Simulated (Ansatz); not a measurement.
# Ti (Fm-3m) in Ansatz: reference runs

How does Ti come out in PBE? The cell is run as given and disturbed.

Everything below comes from runs of Ansatz 0.2.0. Logs are shortened: lines on timing, memory, paths and dates and some standing lists are left out, and cuts for length are marked.

### Step 1. The crystal as given

The structure is cubic, space group Fm-3m (No. 225). Conventional cell: a = 4.060 Å, b = 4.060 Å, c = 4.060 Å, α = 90.00°, β = 90.00°, γ = 90.00°. Ti (site symmetry m-3m) has 12 Ti at 2.87 Å as nearest neighbours.

This isn't the form of Ti at room conditions, which is hcp.

### Step 2. Single point, PBE

File input.yaml:

```yaml
crystal:
  lattice:
    - [0.0, 2.03, 2.03]
    - [2.03, 0.0, 2.03]
    - [2.03, 2.03, 0.0]
  atoms:
    - { symbol: Ti, position: [0.0, 0.0, 0.0] }
hamiltonian:
  xc: pbe
  pseudopotentials: { kind: paw }
kpoints:
  mp_grid: { grid: [11, 11, 11] }
scf:
  occupations: { method: fermi_dirac, width: 0.05 }
output:
  forces: true
  stress: true
  eigenvalues: true
```

Potentials or basis: Ansatz PAW.

The run is started by

```
$ ansatz run input.yaml --threads 1 --pin off --max-ram 2560MiB --backend cpu --events-out ev --progress --plain --runs-dir out
```

The program printed:

```text
Warning: RAYON_NUM_THREADS=1 ignored (pool sized by the plan → 1); use --threads N
Engine: ansatz 0.2.0, aarch64-unknown-linux-gnu
Pseudopotentials: kind: paw
Pseudopotential: Ti, paw, valence charge 12, recommended cutoff 420 eV (normal), Ti.paw.azcp
Functional definition: PBE
  parameter kappa = 0.804
  parameter beta = 0.06672455060314922
  exchange = pbe_x(kappa = kappa, mu = beta*pi^2/3)
  correlation = pbe_c(beta = beta)
Crystal: 1 atoms, lattice volume = 16.731 Å³
Basis set: ecut = 420 eV, 331 PW (Γ), exchange–correlation on 40×40×40 points (8 copies of the dense FFT grid, shifted against one another)
Bands: 10, of which v1, the nominal top of the filled ones, is band 6 counted from 1 (5 counted from 0)
Symmetry: 48 space group operations
Space group: Fm-3m (ITA 225), of the structure as read, at distance tolerance 2.6e-5 Å
k-points: 56 of 1331
Non-local potential: Ti, projectors of the file, l = 0: 3, l = 1: 2, l = 2: 3, l = 3: 1
PAW form: soft (Blöchl's): semilocal exchange-correlation on the pseudo side does not see the compensation charge
PAW one-centre angular grid: Ti, 590 points (default); XC on 64 Gauss nodes
Initial density: superposition of atomic densities (neutral atoms: chi_scale 0, normalization atom), corrected by the library's trained network
Initial wavefunctions: pseudopotential atomic-orbital guess
Functional: x = pbe(κ = 0.804, μ = 0.2195149727645171), c = pbe(β = 0.06672455060314922)
SCF iter   1: F=—  HF=-2499.609859 eV  |F-HF|=—  |Δ(HF+E_count)|=         —  Δρ=2.29e-3  dr2=1.77e-4  ethr=1.77e-3  ⟨swp⟩=4.3  Hψ=2919  notcnv=0
preconditioner: auto → none  [metal: Δε(μ)=0.061 eV  Ē_g=4.283 eV  σ=0.050 eV  W_gap=0.29  n_scr=0 (ndim 8)  ℏωp=18.2 eV  f_vac=0.000  D(μ)=1.28/eV (n_scr^D=14)]
SCF iter   2: F=—  HF=-2499.609921 eV  |F-HF|=—  |Δ(HF+E_count)|=   6.25e-5  Δρ=1.17e-3  dr2=5.09e-5  ethr=1.48e-6  ⟨swp⟩=2.3  Hψ=1251  notcnv=0
SCF iter   3: F=—  HF=-2499.610041 eV  |F-HF|=—  |Δ(HF+E_count)|=   1.20e-4  Δρ=4.90e-4  dr2=3.46e-5  ethr=4.24e-7  ⟨swp⟩=2.1  Hψ=849  notcnv=0
SCF iter   4: F=—  HF=-2499.610031 eV  |F-HF|=—  |Δ(HF+E_count)|=   1.06e-5  Δρ=5.09e-5  dr2=3.55e-7  ethr=2.88e-7  ⟨swp⟩=2.9  Hψ=917  notcnv=0
iter 5 did not close the SCF: its close was put off for the readings that it lacked (scf_convergence_deferred on its scf_iter line)
SCF iter   5: F=-2499.610030 eV  HF=-2499.610030 eV  |F-HF|=2.08e-9  |Δ(HF+E_count)|=   8.44e-8  Δρ=6.04e-6  dr2=1.09e-9  ethr=2.96e-9  ⟨swp⟩=2.9  Hψ=921  notcnv=0
SCF iter   6: F=-2499.610030 eV  HF=-2499.610030 eV  |F-HF|=1.11e-10  |Δ(HF+E_count)|=   1.96e-9  Δρ=9.32e-7  dr2=1.51e-10  ethr=9.06e-12  ⟨swp⟩=1.0  Hψ=1524  notcnv=0
SCF 1 converged in 6 iterations: F = -2499.610030 eV  dr2 = 1.51e-10
SCF converged after 6 iterations
Free energy (F): -2499.610030 eV
Harris-Foulkes:  -2499.610030 eV  (|F-HF|=1.11e-10)
Internal energy: -2499.598754 eV  (E = F + TS)
E sigma→0 (E₀):  -2499.604392 eV
Entropy (-TS):   -0.011277 eV (-11.277 meV/atom)
Fermi energy:    13.864544 eV
--- Per-component energies (eV) ---
  E_band       = -149.375160
  E_kinetic    = 273.573445
  E_local      = -792.501406  (includes V_loc(G=0)·N_el)
  E_nonlocal   = 8.271974
  E_hartree    = 327.448997
  E_xc         = -97.775427
  E_vxc        = -122.358282  (∫ρ·V_xc dr)
  E_paw        = -1047.811525  (= ΣΔE_a)
  E_vpaw       = -171.259423  (= ΣTr[D̂ρ^β])
  E_aug_tail   = 0.000105  (compensation charges beyond the density's cutoff)
  E_ewald      = -1170.804918
  E_smearing   = -0.011277  (= −TS)
  E_closure    = 0.000000  (closes the sum)
  Σ components = -2499.610030   (vs F -2499.610030, Δ=0.00e0)
--- Forces (eV/Å), atoms counted from 1 ---
  atom   1  Ti    -0.00000000    -0.00000000    -0.00000000
  max |Σ_I F_I| component: 5.75e-32 eV/Å
--- Stress (GPa, compression-positive) ---
        4.186482      -0.000000      -0.000000
        0.000000       4.186482      -0.000000
       -0.000000      -0.000000       4.186482
  P = ⅓ Tr σ = 4.1865 GPa (41.865 kbar)
--- Band table (eV; the first three rows and the last of 56) ---
  k-point 0: bands = ["-42.7214", "-18.5524", "-18.5524", "-18.5524", "7.7130", "14.7749", "14.7749", "14.7749", "16.4991", "16.4991"]
  k-point 1: bands = ["-42.7101", "-18.6149", "-18.5601", "-18.5601", "7.9874", "14.6053", "14.8722", "14.8722", "16.4377", "16.4377"]
  k-point 2: bands = ["-42.6797", "-18.7807", "-18.5808", "-18.5808", "8.7552", "14.2149", "15.0446", "15.0446", "16.3953", "16.3953"]
  k-point 55: bands = ["-42.5322", "-19.0653", "-19.0244", "-18.8118", "12.2881", "13.1826", "13.7346", "16.1417", "17.8104", "22.2947"]
```

Wall time 0.55 s (1 thread of Arm Neoverse V2, shared host); peak memory 0.25 GiB.

What came out:

```yaml
Free_energy: -2499.6100 eV
Pressure: 4.2 GPa
Band_gap_on_the_k_mesh: none (metal or under the smearing width)
```

### Step 3. Single point, PBE (cell strained at random at fixed volume)

File input.yaml:

```yaml
crystal:
  lattice:
    - [0.021768, 1.998691, 2.031315]
    - [2.006457, 0.002994, 2.050089]
    - [2.039505, 2.050514, -0.030055]
  atoms:
    - { symbol: Ti, position: [-0.01567, 0.00381, 0.006629] }
hamiltonian:
  xc: pbe
  pseudopotentials: { kind: paw }
kpoints:
  mp_grid: { grid: [11, 11, 11] }
scf:
  occupations: { method: fermi_dirac, width: 0.05 }
output:
  forces: true
  stress: true
  eigenvalues: true
```

Potentials or basis: Ansatz PAW.

The run is started by

```
$ ansatz run input.yaml --threads 1 --pin off --max-ram 2560MiB --backend cpu --events-out ev --progress --plain --runs-dir out
```

The program printed:

```text
Warning: RAYON_NUM_THREADS=1 ignored (pool sized by the plan → 1); use --threads N
[... 8 set-up lines as earlier in the session ...]
Crystal: 1 atoms, lattice volume = 16.731 Å³
Basis set: ecut = 420 eV, 331 PW (Γ), exchange–correlation on 40×40×40 points (8 copies of the dense FFT grid, shifted against one another)
Bands: 10, of which v1, the nominal top of the filled ones, is band 6 counted from 1 (5 counted from 0)
Symmetry: 2 space group operations
Space group: P-1 (ITA 2), of the structure as read, at distance tolerance 2.6e-5 Å
k-points: 666 of 1331
[... 6 set-up lines as earlier in the session ...]
SCF iter   1: F=—  HF=-2499.604358 eV  |F-HF|=—  |Δ(HF+E_count)|=         —  Δρ=2.38e-3  dr2=2.20e-4  ethr=1.77e-3  ⟨swp⟩=4.3  Hψ=34945  notcnv=0
preconditioner: auto → none  [metal: Δε(μ)=0.003 eV  Ē_g=4.282 eV  σ=0.050 eV  W_gap=0.02  n_scr=0 (ndim 8)  ℏωp=18.2 eV  f_vac=0.000  D(μ)=1.40/eV (n_scr^D=14)]
SCF iter   2: F=—  HF=-2499.604408 eV  |F-HF|=—  |Δ(HF+E_count)|=   5.01e-5  Δρ=1.18e-3  dr2=5.30e-5  ethr=1.83e-6  ⟨swp⟩=1.9  Hψ=13644  notcnv=0
SCF iter   3: F=—  HF=-2499.604516 eV  |F-HF|=—  |Δ(HF+E_count)|=   1.08e-4  Δρ=3.32e-4  dr2=1.53e-5  ethr=4.42e-7  ⟨swp⟩=3.0  Hψ=11080  notcnv=0
iter 4 did not close the SCF: its close was put off for the readings that it lacked (scf_convergence_deferred on its scf_iter line)
SCF iter   4: F=-2499.604511 eV  HF=-2499.604511 eV  |F-HF|=1.77e-7  |Δ(HF+E_count)|=   4.52e-6  Δρ=5.09e-5  dr2=9.85e-8  ethr=1.27e-7  ⟨swp⟩=2.9  Hψ=11168  notcnv=0
iter 5 did not close the SCF: its close was put off for the readings that it lacked (scf_convergence_deferred on its scf_iter line)
SCF iter   5: F=-2499.604511 eV  HF=-2499.604511 eV  |F-HF|=1.28e-9  |Δ(HF+E_count)|=   1.86e-7  Δρ=5.90e-6  dr2=1.26e-9  ethr=8.21e-10  ⟨swp⟩=2.0  Hψ=8167  notcnv=0
SCF iter   6: F=-2499.604511 eV  HF=-2499.604511 eV  |F-HF|=2.32e-11  |Δ(HF+E_count)|=   1.46e-9  Δρ=9.39e-7  dr2=8.07e-11  ethr=1.05e-11  ⟨swp⟩=1.9  Hψ=20102  notcnv=0
SCF 1 converged in 6 iterations: F = -2499.604511 eV  dr2 = 8.07e-11
SCF converged after 6 iterations
Free energy (F): -2499.604511 eV
Harris-Foulkes:  -2499.604511 eV  (|F-HF|=2.32e-11)
Internal energy: -2499.592518 eV  (E = F + TS)
E sigma→0 (E₀):  -2499.598515 eV
Entropy (-TS):   -0.011993 eV (-11.993 meV/atom)
Fermi energy:    13.859392 eV
--- Per-component energies (eV) ---
  E_band       = -149.418980
  E_kinetic    = 273.577440
  E_local      = -792.796683  (includes V_loc(G=0)·N_el)
  E_nonlocal   = 8.274271
  E_hartree    = 327.573193
  E_xc         = -97.775801
  E_vxc        = -122.358886  (∫ρ·V_xc dr)
  E_paw        = -1047.813653  (= ΣΔE_a)
  E_vpaw       = -171.261318  (= ΣTr[D̂ρ^β])
  E_aug_tail   = 0.000115  (compensation charges beyond the density's cutoff)
  E_ewald      = -1170.631400
  E_smearing   = -0.011993  (= −TS)
  E_closure    = 0.000000  (closes the sum)
  Σ components = -2499.604511   (vs F -2499.604511, Δ=0.00e0)
--- Forces (eV/Å), atoms counted from 1 ---
  atom   1  Ti     0.00000000     0.00000000     0.00000000
  max |Σ_I F_I| component: 0.00e0 eV/Å
--- Stress (GPa, compression-positive) ---
        4.854540      -1.866237       0.191727
       -1.866237       4.609551       1.537660
        0.191727       1.537660       3.431445
  P = ⅓ Tr σ = 4.2985 GPa (42.985 kbar)
--- Band table (eV; the first three rows and the last of 666) ---
  k-point 0: bands = ["-42.7266", "-18.5800", "-18.5539", "-18.5337", "7.7143", "14.5531", "14.7655", "14.9819", "16.4105", "16.5976"]
  k-point 1: bands = ["-42.7165", "-18.6384", "-18.5607", "-18.5405", "7.9780", "14.4145", "14.8276", "15.0591", "16.3781", "16.5516"]
  k-point 2: bands = ["-42.6893", "-18.7937", "-18.5789", "-18.5578", "8.7169", "14.0714", "14.9290", "15.1935", "16.4078", "16.5315"]
  k-point 665: bands = ["-42.5651", "-19.3140", "-18.7086", "-18.6892", "11.4297", "14.1479", "14.6515", "14.8217", "17.5612", "18.1950"]
```

It took 5.3 s on 1 thread of Arm Neoverse V2, shared host; peak memory 0.38 GiB.

Results:

```yaml
Free_energy: -2499.6045 eV
Pressure: 4.3 GPa
Band_gap_on_the_k_mesh: none (metal or under the smearing width)
```
